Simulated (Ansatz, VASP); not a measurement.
# One calculation of Ga, two programs

File INCAR:

```
ALGO = Fast ; EDIFF = 1E-6
ENCUT = 520 ; ISIF = 2
ISMEAR = -1 ; LASPH = T
LCHARG = F ; LREAL = F
LWAVE = F ; NBANDS = 12
NELM = 60 ; PREC = Accurate
SIGMA = 0.05
```

KPOINTS

```
k-points
0
Gamma
  13 13 13
```

The input POSCAR:

```
Ga
1.0
   -1.3751071731      1.3751071731      2.2957117997
    1.3751071731     -1.3751071731      2.2957117997
    1.3751071731      1.3751071731     -2.2957117997
Ga
1
Direct
    0.0000000000      0.0000000000      0.0000000000
```

Contents of input.yaml:

```yaml
crystal:
  lattice:
    - [-1.3751071731, 1.3751071731, 2.2957117997]
    - [1.3751071731, -1.3751071731, 2.2957117997]
    - [1.3751071731, 1.3751071731, -2.2957117997]
  atoms:
    - { symbol: Ga, position: [0.0, 0.0, 0.0] }
hamiltonian:
  xc: lda
  pseudopotentials: { kind: paw }
kpoints:
  mp_grid: { grid: [13, 13, 13] }
scf:
  occupations: { method: fermi_dirac, width: 0.05 }
output:
  forces: true
  stress: true
  eigenvalues: true
  write_density: true
  write_potential: true
  elf: true
  volumetric_format: npy
```

This isn't the form of Ga at room conditions, which is orthorhombic.

Alike in both runs: task single point; functional LDA; k mesh 13 × 13 × 13; occupations fermi-dirac, width 0.05 eV; no spin polarisation.

|  | VASP | Ansatz |
| --- | --- | --- |
| version | VASP 6.6.1 | Ansatz 0.2.0 |
| potentials or method | VASP PAW LDA potentials, release 64 (Ga_d) | Ansatz PAW |
| plane-wave cutoff (eV) | 520 | 420 |
| valence electrons in the cell | 13 | 13 |

```csv
,VASP,Ansatz,Ansatz less VASP
gap on the k mesh at the Fermi level (eV),none,none,-
pressure (GPa),-1.0,-1.2,-0.19
largest component of the traceless stress (GPa),0.16,0.19,+0.032
```

A gap of «none» marks a metal or a gap that the smearing closes.

Caveats: the PAW data sets come from PBE, with cores solved anew for the run's functional, which leaves a small shift of forces and pressure (Ansatz).
